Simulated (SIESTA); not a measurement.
The system is Te2Pt (Moncheite).

```
CELL_PARAMETERS angstrom
4.01000 0.00000 0.00000
-2.00500 3.47276 0.00000
0.00000 0.00000 5.20100
ATOMIC_POSITIONS crystal
Pt 0.00000 0.00000 0.00000
Te 0.66667 0.33333 0.75000
Te 0.33333 0.66667 0.25000
```

Base run:

| Item | Value |
| --- | --- |
| Program | SIESTA 5.4.2 |
| Functional | PBEsol |
| Potentials or basis | PseudoDojo 0.4 standard (PBEsol files) |
| Basis | DZP (energy shift 0.003 Ry; two zetas on semicore shells) |
| Grid cutoff | 800 Ry |
| Energy shift | 0.003 Ry |
| k mesh | 8 × 8 × 5 |
| Occupations | fermi-dirac, width 0.05 eV |
| Spin | no spin polarisation |

Its results: band gap on the k mesh none (metal or under the smearing width); pressure 7.2 GPa; largest force 1.339 eV/Å.

Task: After a change of settings the same cell gave: band gap on the k mesh none (metal or under the smearing width); pressure 5.0 GPa; largest force 1.169 eV/Å. Which change was it?
A. functional from PBEsol to vdW-DF-cx; potentials or basis from PseudoDojo 0.4 standard (PBEsol files) to PseudoDojo 0.4 standard (PBE files)
B. functional from PBEsol to AM05
C. functional from PBEsol to LDA; potentials or basis from PseudoDojo 0.4 standard (PBEsol files) to PseudoDojo 0.4 standard (LDA files)
D. functional from PBEsol to BLYP; potentials or basis from PseudoDojo 0.4 standard (PBEsol files) to PseudoDojo 0.4 standard (PBE files)

Result: C.

Caveats: short orbitals over semicore shells can move pressures by several GPa; spin-orbit coupling is left out, which moves the levels of the heavy elements; the basis of atomic orbitals isn't converged, which shifts pressures, moduli and gaps; forces of over 1 eV/Å show positions far from the minimum, so gaps and moduli don't describe the material at rest.
